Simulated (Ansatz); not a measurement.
A relaxation of cell and atoms of La2O3 (P-3m1) from a database structure with Ansatz 0.2.0, at the level PBEsol. The starting cell comes from a relaxation with PBE.

```yaml
crystal:
  lattice:
    - [3.9404478386, 0.0, 0.0]
    - [-1.9702239193, 3.4125279305, 0.0]
    - [0.0, 0.0, 6.1873564148]
  atoms:
    - { symbol: La, position: [0.6666666667, 0.3333333333, 0.7526274787] }
    - { symbol: La, position: [0.3333333333, 0.6666666667, 0.2473725213] }
    - { symbol: O, position: [0.6666666667, 0.3333333333, 0.3546952471] }
    - { symbol: O, position: [0.3333333333, 0.6666666667, 0.6453047529] }
    - { symbol: O, position: [0.0, 0.0, 0.0] }
kpoints:
  mp_grid: { grid: [6, 6, 4] }
hamiltonian:
  xc: pbesol
scf:
  occupations: { method: fermi_dirac, width: 0.02 }
relax:
  f_tol: 0.005
  cell: {}
```

The trajectory has 9 recorded frames, each with fractional positions and then forces in eV/Å along x, y and z. Some frames, the last among them, repeat a geometry solved again on a basis re-selected at its cell; pressure is positive in compression.

Step 1: energy 0.0 meV/atom from step 1, largest force component 0.112 eV/Å, pressure -4.75 GPa; a = 3.940 Å, b = 3.940 Å, c = 6.187 Å, α = 90.00°, β = 90.00°, γ = 120.00°
```
La 0.6667 0.3333 0.7526     0.000   0.000  -0.112
La 0.3333 0.6667 0.2474     0.000   0.000   0.112
O  0.6667 0.3333 0.3547     0.000   0.000   0.012
O  0.3333 0.6667 0.6453     0.000   0.000  -0.012
O  0.0000 0.0000 0.0000     0.000   0.000   0.000
```

Step 2 (rejected): energy +15.9 meV/atom from step 1, largest force component 0.564 eV/Å, pressure +8.80 GPa; a = 3.834 Å, b = 3.834 Å, c = 5.887 Å, α = 90.00°, β = 90.00°, γ = 120.00°
```
La 0.6667 0.3333 0.7626     0.000   0.000  -0.564
La 0.3333 0.6667 0.2374     0.000   0.000   0.564
O  0.6667 0.3333 0.3538     0.000   0.000  -0.134
O  0.3333 0.6667 0.6462     0.000   0.000   0.134
O  0.0000 0.0000 0.0000     0.000   0.000   0.000
```

Step 3: energy -11.2 meV/atom from step 1, largest force component 0.037 eV/Å, pressure -0.47 GPa; a = 3.906 Å, b = 3.906 Å, c = 6.074 Å, α = 90.00°, β = 90.00°, γ = 120.00°
```
La 0.6667 0.3333 0.7546     0.000   0.000  -0.035
La 0.3333 0.6667 0.2454     0.000   0.000   0.035
O  0.6667 0.3333 0.3535     0.000   0.000   0.037
O  0.3333 0.6667 0.6465     0.000   0.000  -0.037
O  0.0000 0.0000 0.0000     0.000   0.000   0.000
```

Question: How does the relaxation go on, and where does it end?

Answer:
Step 4: energy -11.5 meV/atom from step 1, largest force component 0.031 eV/Å, pressure +0.05 GPa; a = 3.903 Å, b = 3.903 Å, c = 6.059 Å, α = 90.00°, β = 90.00°, γ = 120.00°
```
La 0.6667 0.3333 0.7547     0.000   0.000  -0.014
La 0.3333 0.6667 0.2453     0.000   0.000   0.014
O  0.6667 0.3333 0.3536     0.000   0.000   0.031
O  0.3333 0.6667 0.6464     0.000   0.000  -0.031
O  0.0000 0.0000 0.0000     0.000   0.000   0.000
```

Step 5: energy -11.5 meV/atom from step 1, largest force component 0.025 eV/Å, pressure -0.03 GPa; a = 3.906 Å, b = 3.906 Å, c = 6.050 Å, α = 90.00°, β = 90.00°, γ = 120.00°
```
La 0.6667 0.3333 0.7546     0.000   0.000  -0.025
La 0.3333 0.6667 0.2454     0.000   0.000   0.025
O  0.6667 0.3333 0.3543     0.000   0.000  -0.011
O  0.3333 0.6667 0.6457     0.000   0.000   0.011
O  0.0000 0.0000 0.0000     0.000   0.000   0.000
```

Step 6: energy -11.5 meV/atom from step 1, largest force component 0.001 eV/Å, pressure 0.00 GPa; a = 3.906 Å, b = 3.906 Å, c = 6.049 Å, α = 90.00°, β = 90.00°, γ = 120.00°
```
La 0.6667 0.3333 0.7545     0.000   0.000   0.001
La 0.3333 0.6667 0.2455     0.000   0.000  -0.001
O  0.6667 0.3333 0.3541     0.000   0.000   0.000
O  0.3333 0.6667 0.6459     0.000   0.000   0.000
O  0.0000 0.0000 0.0000     0.000   0.000   0.000
```

Step 7: energy -10.0 meV/atom from step 1, largest force component 0.001 eV/Å, pressure -0.18 GPa; a = 3.906 Å, b = 3.906 Å, c = 6.049 Å, α = 90.00°, β = 90.00°, γ = 120.00°
```
La 0.6667 0.3333 0.7545     0.000   0.000   0.001
La 0.3333 0.6667 0.2455     0.000   0.000  -0.001
O  0.6667 0.3333 0.3541     0.000   0.000   0.000
O  0.3333 0.6667 0.6459     0.000   0.000   0.000
O  0.0000 0.0000 0.0000     0.000   0.000   0.000
```

Step 8: energy -10.1 meV/atom from step 1, largest force component 0.001 eV/Å, pressure 0.00 GPa; a = 3.906 Å, b = 3.906 Å, c = 6.041 Å, α = 90.00°, β = 90.00°, γ = 120.00°
```
La 0.6667 0.3333 0.7546     0.000   0.000   0.000
La 0.3333 0.6667 0.2454     0.000   0.000   0.000
O  0.6667 0.3333 0.3540     0.000   0.000  -0.001
O  0.3333 0.6667 0.6460     0.000   0.000   0.001
O  0.0000 0.0000 0.0000     0.000   0.000   0.000
```

Step 9: energy -10.1 meV/atom from step 1, largest force component 0.001 eV/Å, pressure -0.01 GPa; a = 3.906 Å, b = 3.906 Å, c = 6.041 Å, α = 90.00°, β = 90.00°, γ = 120.00°
```
La 0.6667 0.3333 0.7546     0.000   0.000   0.000
La 0.3333 0.6667 0.2454     0.000   0.000   0.000
O  0.6667 0.3333 0.3540     0.000   0.000  -0.001
O  0.3333 0.6667 0.6460     0.000   0.000   0.001
O  0.0000 0.0000 0.0000     0.000   0.000   0.000
```

In 7 steps the volume changed by -4.1 %; between the first SCF and the last, each on a basis chosen for its cell, the energy fell by 10.1 meV an atom. Final cell: space group P-3m1 (No. 164), trigonal; a = 3.906 Å, c = 6.041 Å in the conventional setting, 15.96 Å³ an atom. La is surrounded by 7 O at 2.35–2.70 Å; O is surrounded by 4 La at 2.35–2.42 Å; O is surrounded by 6 La at 2.70 Å.

Command: `ansatz run input.yaml --threads 4 --pin off --max-ram 6451MiB --backend cpu --events-out ev --progress --plain --runs-dir out`. It took 8.8 s on 4 threads of Arm Neoverse V1 (shared host); peak host memory 0.45 GiB.

The values are computed, spin-unpolarised, and not measurements.
